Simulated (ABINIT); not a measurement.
Wanted: the native input for an ABINIT 10.8.3 (patched build) run.

- Task: single point
- Functional: PBEsol
- Potentials or basis: JTH PAW PBE v2.0
- Cutoff: 1116 eV
- k mesh: 5 × 5 × 5
- Occupations: fermi-dirac, width 0.05 eV
- Spin: collinear spin, ferromagnetic start
- Starting moments: [1.0, 1.0, 1.0, 0.0] μB
- Fine-grid cutoff: 1714.32 eV

The system is SiNi3.

```xyz
4
Lattice="3.5420 0.0000 0.0000 0.0000 3.5420 0.0000 0.0000 0.0000 3.5420" Properties=species:S:1:pos:R:3 pbc="T T T"
Ni    1.7710    1.7710    0.0000
Ni    1.7710    0.0000    1.7710
Ni    0.0000    1.7710    1.7710
Si    0.0000    0.0000    0.0000
```

The input as run:

run.abi

```
# Pseudopotentials
pp_dirpath "./"
pseudos "Ni.GGA_PBE-JTH.xml, Si.GGA_PBE-JTH.xml"

# Structure
acell 6.6934099334 6.6934099334 6.6934099334
rprim
     1.0000000000     0.0000000000     0.0000000000
     0.0000000000     1.0000000000     0.0000000000
     0.0000000000     0.0000000000     1.0000000000
ntypat 2
znucl 28 14
natom 4
typat 1 1 1 2
xred
     0.5000000000     0.5000000000     0.0000000000
     0.5000000000     0.0000000000     0.5000000000
     0.0000000000     0.5000000000     0.5000000000
     0.0000000000     0.0000000000     0.0000000000

# Plane-wave basis
ecut 41.0
pawecutdg 63.0
pawxcdev 0

# k points
kptopt 1
ngkpt 5 5 5
nshiftk 1
shiftk 0.0 0.0 0.0

# Exchange and correlation
ixc -116133

# Bands and occupations
nband 36
occopt 3
tsmear 0.05 eV

# Spin
nsppol 2
spinat
     0.0000000000     0.0000000000     1.0000000000
     0.0000000000     0.0000000000     1.0000000000
     0.0000000000     0.0000000000     1.0000000000
     0.0000000000     0.0000000000     0.0000000000

# SCF cycle
nstep 100
tolvrs 1.0e-9

# Output
iomode 3
prtwf 0
prtden 0
prteig 0
prtebands 0
enunit 2
```

Potentials or basis: JTH PAW PBE v2.0.

Run with:

```sh
$ abinit run.abi > log 2>&1
```

It gave:

- Pressure: -13.5 GPa
- Band gap on the k mesh: none (metal or under the smearing width)
- Net moment: 0.00 μB per cell
- Valence electrons inside the program's atomic spheres: Ni 15.86; Si 1.48

Caveat: small starting moments can end in a higher magnetic state in this program; the PAW data sets were made with another functional, which shifts forces and pressure a little.

It took 5.2 min on 1 thread of Intel(R) Xeon(R) Platinum 8259CL CPU @ 2.50GHz (Skylake/Cascade Lake), with other jobs on the host, peak memory 0.21 GiB.
